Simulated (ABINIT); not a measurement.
## CdSe (Cadmoselite) in ABINIT: the effect of functional

CdSe (Cadmoselite):

```
Cd Se
1.0
     4.30000    0.00000    0.00000
    -2.15000    3.72391    0.00000
     0.00000    0.00000    7.02000
Cd Se
2 2
Direct
  0.66667 0.33333 0.50000
  0.33333 0.66667 0.00000
  0.66667 0.33333 0.88500
  0.33333 0.66667 0.38500
```

Alike in all runs:

* Program: ABINIT 10.8.3 (patched build)
* Task: single point
* Potentials or basis: JTH PAW PBE v2.0
* Cutoff: 707 eV
* k mesh: 7 × 7 × 4
* Occupations: fermi-dirac, width 0.05 eV
* Spin: no spin polarisation

```tsv
functional	gap on the mesh (eV)	pressure (GPa)	largest force (eV/Å)
PBE	0.69	2.9	0.28
PBEsol	0.57	0.1	0.27
RPBE	0.87	4.9	0.29
BLYP	0.62	5.9	0.31
r2SCAN	1.17	1.4	0.28
SCAN	?	?	?
revPBE	0.82	4.4	0.29
PW91	0.65	2.7	0.28
WC	0.54	0.1	0.27
```

What does the run with functional SCAN give?

gap on the mesh 0.99 eV; pressure 0.7 GPa; largest force 0.19 eV/Å.

Caveats: the PAW data sets were made with another functional, which shifts forces and pressure a little (some runs).

